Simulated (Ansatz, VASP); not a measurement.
# NaH: VASP beside Ansatz

Contents of INCAR:

```
PREC = Accurate
ENCUT = 520
EDIFF = 1E-6
ISMEAR = 0
SIGMA = 0.01
LREAL = F
LASPH = T
NELM = 80
ALGO = Normal
ISIF = 2
LWAVE = F
LCHARG = F
GGA = PE
NBANDS = 11
```

Contents of KPOINTS:

```
Automatic mesh
0
Gamma
  8 8 8
```

File POSCAR:

```
NaH
1.0
    0.0000000000      2.4160403400      2.4160403400
    2.4160403400      0.0000000000      2.4160403400
    2.4160403400      2.4160403400      0.0000000000
Na H
1 1
Direct
    0.0000000000      0.0000000000      0.0000000000
    0.5000000000      0.5000000000      0.5000000000
```

Input for Ansatz:

```yaml
crystal:
  lattice:
    - [0.0, 2.41604034, 2.41604034]
    - [2.41604034, 0.0, 2.41604034]
    - [2.41604034, 2.41604034, 0.0]
  atoms:
    - { symbol: Na, position: [0.0, 0.0, 0.0] }
    - { symbol: H, position: [0.5, 0.5, 0.5] }
kpoints:
  mp_grid: { grid: [8, 8, 8] }
hamiltonian:
  xc: pbe
scf:
  occupations: { method: fixed }
  n_extra_bands: 4
output:
  forces: true
  stress: true
  eigenvalues: true
```

Alike in both runs: task single point; functional PBE; k mesh 8 × 8 × 8; no spin polarisation.

|  | VASP | Ansatz |
| --- | --- | --- |
| version | VASP 6.6.1 | Ansatz 0.2.0 |
| potentials or method | VASP PAW PBE potentials, release 64 (Na_pv, H) | plane waves, PAW |
| plane-wave cutoff (eV) | 520 | 420 |
| occupations | gaussian, width 0.01 eV | fixed |
| valence electrons in the cell | 8 | 10 |

|  | VASP | Ansatz | Ansatz less VASP |
| --- | --- | --- | --- |
| gap on the k mesh at the Fermi level (eV) | 3.76 | 3.76 | +0.002 |
| pressure (GPa) | 0.0 | 0.0 | +0.03 |

The two sets of potentials don't hold the same shells in valence.

A k mesh can miss the band edges.
